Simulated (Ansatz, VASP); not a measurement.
HfC in VASP and in Ansatz

```
Hf C
1.0
     3.70802    0.00000    0.00000
    -1.85401    3.21124    0.00000
     0.00000    0.00000    6.04895
Hf C
2 2
Direct
  0.66667 0.33333 0.49995
  0.33333 0.66667 0.99995
  0.66667 0.33333 0.87591
  0.33333 0.66667 0.37591
```

Change from the starting cell: species swapped into the CdSe type (P6_3mc, No. 186).

Alike in both runs: task single point; functional PBE; k mesh 6 × 6 × 4; occupations gaussian, width 0.1 eV; no spin polarisation.

```csv
,VASP,Ansatz
version,VASP 6.6.1,Ansatz 0.2.0
potentials or method,"VASP PAW PBE potentials, release 64 (Hf_pv, C)","scalar-relativistic, plane waves, PAW"
plane-wave cutoff (eV),520,420
valence electrons in the cell,28,60
```

Ansatz gave:

* gap on the k mesh at the Fermi level (eV): 1.03
* least direct gap on the mesh (eV): 1.36
* pressure (GPa): -15.8
* largest component of the traceless stress (GPa): 4.24
* rms of the force components (eV/Å): 0.194

Task: Estimate VASP's values.

Result: gap on the k mesh at the Fermi level (eV): 1.03; least direct gap on the mesh (eV): 1.35; pressure (GPa): -16.3; largest component of the traceless stress (GPa): 4.27; rms of the force components (eV/Å): 0.196.

Atom by atom the forces differ by 0.002 eV/Å (rms over components). The two sets of potentials don't hold the same shells in valence.

Caveats: so large a pressure means that the cell lies far from this level's equilibrium, or that cutoff or potentials fall short (VASP); spin-orbit coupling is left out, which moves the levels of the heavy elements. A k mesh can miss the band edges.
